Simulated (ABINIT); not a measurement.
# A GW chain in ABINIT: KF (Carobbiite)

Wanted: ground state, empty states, screening and self-energy for KF (Carobbiite).

Program: ABINIT 10.8.3. Level of theory: PBE and many-body steps on it, plane waves. Results are calculated unless marked as measured.

### Step 1. The structure

It takes space group Fm-3m (No. 225, cubic). The conventional cell has a = 5.344 Å, b = 5.344 Å, c = 5.344 Å, α = 90.00°, β = 90.00°, γ = 90.00°. Nearest to K lie 6 F at 2.67 Å. F has 6 K at 2.67 Å nearest. Farther neighbours and most contacts between anions are not listed.

The cell and positions come from the Crystallography Open Database and are kept as given unless a step says otherwise.

### Step 2. Ground state

This step: ABINIT 10.8.3; DFT, PBE, plane waves, norm-conserving pseudopotentials.

The ground-state density comes first.

Contents of run.abi:

```
acell 3*1.0 Angstrom
rprim 
  -0.000000000000 2.671850000000 2.671850000000
  2.671850000000 -0.000000000000 2.671850000000
  2.671850000000 2.671850000000 0.000000000000
ntypat 2
znucl 19 9
natom 2
typat 1 2
xred 
  0.000000000000 0.000000000000 0.000000000000
  0.500000000000 0.500000000000 0.500000000000
pp_dirpath "pseudos"
pseudos "K.upf, F.upf"
ecut 36
ngkpt 6 6 6
nshiftk 1
shiftk 0 0 0
kptopt 1
chksymbreak 0
nband 13
occopt 1
tolvrs 1e-10
nstep 60
prtwf 0
optforces 0
optstress 0
indata_prefix "in"
outdata_prefix "out"
tmpdata_prefix "tmp"
```

Command:

```sh
> OMP_NUM_THREADS=1 mpirun -n 4 abinit run.abi > log
```

Numbers of over 12 decimals in the logs are rounded to 6 here.

The log of the run:

```text
.Version 10.8.3 of ABINIT. v10.8.2 released Aug 2026.

 Symmetries : space group Fm -3 m (#225); Bravais cF (face-center cubic)
================================================================================
 Values of the parameters that define the memory need of the present run
     intxc =       0    ionmov =       0      iscf =       7    lmnmax =       6
     lnmax =       6     mgfft =      40  mpssoang =       3    mqgrid =    3001
     natom =       2  nloc_mem =       1    nspden =       1   nspinor =       1
    nsppol =       1      nsym =      48    n1xccc =    2501    ntypat =       2
    occopt =       1   xclevel =       2
-    mband =          13        mffmem =           1         mkmem =           4
       mpw =        2671          nfft =       64000          nkpt =          16
================================================================================
  Rough estimation (10% accuracy) of disk space for files :
================================================================================

--------------------------------------------------------------------------------
------------- Echo of variables that govern the present computation ------------
--------------------------------------------------------------------------------
 -outvars: echo values of preprocessed input variables --------
            acell      1.8897261259E+00  1.8897261259E+00  1.8897261259E+00 Bohr

      chksymbreak           0
             ecut      3.60000000E+01 Hartree
-          fftalg         312

              ixc     -101130
              kpt      0.00000000E+00  0.00000000E+00  0.00000000E+00
                       1.66666667E-01  0.00000000E+00  0.00000000E+00
                       3.33333333E-01  0.00000000E+00  0.00000000E+00
                       5.00000000E-01  0.00000000E+00  0.00000000E+00
                       1.66666667E-01  1.66666667E-01  0.00000000E+00
                       3.33333333E-01  1.66666667E-01  0.00000000E+00
                       5.00000000E-01  1.66666667E-01  0.00000000E+00
                      -3.33333333E-01  1.66666667E-01  0.00000000E+00
                      -1.66666667E-01  1.66666667E-01  0.00000000E+00
   [... 5 further rows ...]
                      -3.33333333E-01  3.33333333E-01  1.66666667E-01
                      -3.33333333E-01  5.00000000E-01  1.66666667E-01
         kptrlatt        6    0    0      0    6    0      0    0    6
          kptrlen      4.28427351E+01
P           mkmem           4
            natom           2
            nband          13
            ngfft          40      40      40
             nkpt          16
            nstep          60
             nsym          48
           ntypat           2
              occ      2.000000  2.000000  2.000000  2.000000  2.000000  2.000000
                       2.000000  2.000000  0.000000  0.000000  0.000000  0.000000
                       0.000000
        optforces           0
        optstress           0
            prtwf           0
            rprim     -0.0000000000E+00  2.6718500000E+00  2.6718500000E+00
[...]
spgroup         225

           tolvrs      1.00000000E-10

             xred      0.0000000000E+00  0.0000000000E+00  0.0000000000E+00
[...]
znucl       19.00000    9.00000

================================================================================

 chkinp: Checking input parameters for consistency.

================================================================================
== DATASET  1 ==================================================================
-   mpi_nproc: 4, omp_nthreads: 1 (-1 if OMP is not activated)

--- !DatasetInfo
iteration_state: {dtset: 1, }
dimensions: {natom: 2, nkpt: 16, mband: 13, nsppol: 1, nspinor: 1, nspden: 1, mpw: 2671, }
cutoff_energies: {ecut:  36.0, pawecutdg:  -1.0, }
electrons: {nelect:   1.60000000E+01, charge:   0.00000000E+00, occopt:   1.00000000E+00, tsmear:   1.00000000E-02, }

 Real(R)+Recip(G) space primitive vectors, cartesian coordinates (Bohr,Bohr^-1):
 R(1)=  0.0000000  5.0490647  5.0490647  G(1)= -0.0990282  0.0990282  0.0990282
 R(2)=  5.0490647  0.0000000  5.0490647  G(2)=  0.0990282 -0.0990282  0.0990282
 R(3)=  5.0490647  5.0490647  0.0000000  G(3)=  0.0990282  0.0990282 -0.0990282
 Unit cell volume ucvol=  2.5743217E+02 bohr^3
 Angles (23,13,12)=  6.00000000E+01  6.00000000E+01  6.00000000E+01 degrees

 getcut: wavevector=  0.0000  0.0000  0.0000  ngfft=  40  40  40
         ecut(hartree)=     36.000   => boxcut(ratio)=   2.07404

--- Pseudopotential description ------------------------------------------------
- K Generated using ONCVPSP code by D. R. Hamann
- 19.00000   9.00000  171031                  znucl, zion, pspdat
12 -101130 2 -1 2222                          pspcod,pspxc,lmax,lloc,mmax
     nproj     2     2     2
  pspatm : epsatm=    8.42413758
         --- l  ekb(1:nproj) -->
[...]
pspatm: atomic psp has been read  and splines computed

- F Generated using ONCVPSP code by D. R. Hamann
-  9.00000   7.00000  171031                  znucl, zion, pspdat
12 -101130 2 -1 832                           pspcod,pspxc,lmax,lloc,mmax
     nproj     2     2     1
  pspatm : epsatm=    4.87625608
         --- l  ekb(1:nproj) -->
[...]
1   -3.955629   -1.291931
             2   -2.441503
 pspatm: atomic psp has been read  and splines computed

   2.12806299E+02                                ecore*ucvol(ha*bohr**3)
--------------------------------------------------------------------------------

_setup2: Arith. and geom. avg. npw (full set) are    2654.523    2654.506

================================================================================

--- !BeginCycle
iteration_state: {dtset: 1, }
solver: {iscf: 7, nstep: 60, nline: 4, wfoptalg: 0, }
tolerances: {tolvrs: 1.00E-10, }

     iter   Etot(hartree)      deltaE(h)  residm     vres2
 ETOT  1  -54.723160477857    -5.472E+01 9.812E-02 4.625E+02
 ETOT  2  -54.705304050661     1.786E-02 1.263E-02 4.152E+02
 ETOT  3  -54.817881245879    -1.126E-01 4.307E-03 3.099E+01
 ETOT  4  -54.824069819037    -6.189E-03 1.171E-03 2.599E-01
 ETOT  5  -54.824086050790    -1.623E-05 8.504E-04 4.568E-02
 ETOT  6  -54.824094375111    -8.324E-06 2.017E-04 1.284E-03
 ETOT  7  -54.824094573521    -1.984E-07 3.055E-04 4.416E-05
 ETOT  8  -54.824094576737    -3.216E-09 1.556E-04 4.078E-07
 ETOT  9  -54.824094576816    -7.885E-11 2.475E-04 3.943E-09
 ETOT 10  -54.824094576817    -5.613E-13 1.442E-04 1.549E-10
 ETOT 11  -54.824094576818    -1.009E-12 1.906E-04 6.886E-12

 At SCF step   11       vres2   =  6.89E-12 < tolvrs=  1.00E-10 =>converged.

--- !ResultsGS
iteration_state: {dtset: 1, }
comment   : Summary of ground state results
lattice_vectors:
- [ -0.0000000,   5.0490647,   5.0490647, ]
- [  5.0490647,  -0.0000000,   5.0490647, ]
- [  5.0490647,   5.0490647,   0.0000000, ]
lattice_lengths: [   7.14046,    7.14046,    7.14046, ]
lattice_angles: [ 60.000,  60.000,  60.000, ] # degrees, (23, 13, 12)
lattice_volume:   2.5743217E+02
convergence: {deltae: -1.009E-12, res2:  6.886E-12, residm:  1.906E-04, diffor:  0.000E+00, }
etotal    :  -5.48240946E+01
entropy   :   0.00000000E+00
fermie    :   4.80427879E-03
cartesian_stress_tensor: null
pressure_GPa: null
xred      :
- [  0.0000E+00,   0.0000E+00,   0.0000E+00,  K]
- [  5.0000E-01,   5.0000E-01,   5.0000E-01,  F]
cartesian_forces: null
force_length_stats: {min: null, max: null, mean: null, }

 Integrated electronic density in atomic spheres:
 ------------------------------------------------
 Atom  Sphere_radius  Integrated_density
    1        2.00000          6.95743103
    2        2.00000          7.01853268
================================================================================

 ----iterations are completed or convergence reached----

 Mean square residual over all n,k,spin=   21.424E-07; max=  19.058E-05
 reduced coordinates (array xred) for    2 atoms
       0.000000000000      0.000000000000      0.000000000000
       0.500000000000      0.500000000000      0.500000000000
 rms dE/dt=  0.0000E+00; max dE/dt=  0.0000E+00; dE/dt below (all hartree)
    1       0.000000000000      0.000000000000      0.000000000000
    2       0.000000000000      0.000000000000      0.000000000000

 cartesian coordinates (angstrom) at end:
    1      0.000000     0.000000     0.000000
    2      2.671850     2.671850     2.671850
 length scales=  1.889726125908  1.889726125908  1.889726125908 bohr
              =  1.000000000000  1.000000000000  1.000000000000 angstroms
 prteigrs : about to open file out_EIG
 Fermi (or HOMO) energy (hartree) =   0.00480   Average Vxc (hartree)=  -0.31205
 Eigenvalues (hartree) for nkpt=  16  k points:
 kpt#   1, nband= 13, wtk=  0.00463, kpt=  0.0000  0.0000  0.0000 (reduced coord)
  -0.95489   -0.67869   -0.33934   -0.33934   -0.33934    0.00480    0.00480    0.00480
   0.23263    0.39781    0.39781    0.39781    0.45762
 prteigrs : prtvol=0 or 1, do not print more k-points.

--- !EnergyTerms
iteration_state     : {dtset: 1, }
comment             : Components of total free energy in Hartree
kinetic             :  2.65240854809370E+01
hartree             :  1.41638401583262E+01
xc                  : -1.20070989498102E+01
Ewald energy        : -3.63106064938669E+01
psp_core            :  8.26649984559312E-01
local_psp           : -4.96625823431144E+01
non_local_psp       :  1.64161758615119E+00
total_energy        : -5.48240945768178E+01
total_energy_eV     : -1.49183961311598E+03
band_energy         : -5.37471876812999E+00

== END DATASET(S) ==============================================================
================================================================================

 -outvars: echo values of variables after computation  --------
           etotal     -5.4824094577E+01
            nband          13
             nkpt          16
          spgroup         225
 [... the other variables as echoed above ...]

 Calculation completed.
```

It took 6.2 s on 4 MPI ranks of Arm Neoverse V2, shared host; peak memory 0.29 GiB; 25 s of CPU time.

Numbers from this step:

- total energy: -1491.8396 eV
- gap: 6.200 eV
- k of the valence top: 0, 0, 0
- k of the conduction bottom: 0, 0, 0
- least direct gap: 6.200 eV

The gap is direct, at Γ.

(Continued in part 2 of 3.)

[Paths, hosts, dates, memory and timing lines, banners, echoed tables and standing remarks are left out of the program output.]

[Logs are printed without paths, hosts, clocks, repeated set-up lines and the standing remarks that a program may print on its own settings, such as how far it seeks lower states.]

[Runs of the session that timed out or met a known fault of the program may be left out.]

[Hosts, paths, dates, database ids (printed as entryN), source tags and the programs' standing remarks are cut or masked in the printed files.]

[G0W0 gaps are taken among the corrected bands and points alone; a level outside them can change the order at an edge.]

[Where Ansatz stands beside ABINIT at settings called matched, ABINIT's density can come from a denser mesh and the files from another edition; pairs whose starting gaps differed by over 0.03 eV were left out, so agreement reads better than it is.]
